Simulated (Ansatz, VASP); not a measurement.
## Ga: VASP beside Ansatz

```
CELL_PARAMETERS angstrom
-1.26492 1.26492 1.26492
1.26492 -1.26492 1.26492
1.26492 1.26492 -1.26492
ATOMIC_POSITIONS crystal
Ga 0.00000 0.00000 0.00000
```

Change from the starting cell: volume scaled by 0.45, PAW files.

Alike in both runs: task single point; functional PBEsol; k mesh 16 × 16 × 16; occupations fermi-dirac, width 0.05 eV; no spin polarisation.

|  | VASP | Ansatz |
| --- | --- | --- |
| version | VASP 6.6.1 | Ansatz 0.2.0 |
| potentials or method | VASP PAW PBE potentials, release 64 (Ga_d) | PAW with Ansatz's default frozen-core files, scalar-relativistic |
| plane-wave cutoff (eV) | 520 | 420 |
| valence electrons in the cell | 13 | 13 |

Ansatz gave:

| Property | Result |
| --- | --- |
| pressure (GPa) | 313.6 |

Problem. Estimate VASP's values.

Solution. Pressure (GPa): 316.8.

With one functional, cell and mesh, what is left measures potentials, basis and numerics.

Caveats: the cell as given lies far from equilibrium; so large a pressure means that the cell lies far from this level's equilibrium, or that cutoff or potentials fall short (VASP); the potentials were made for another functional, which shifts forces and pressure (VASP).
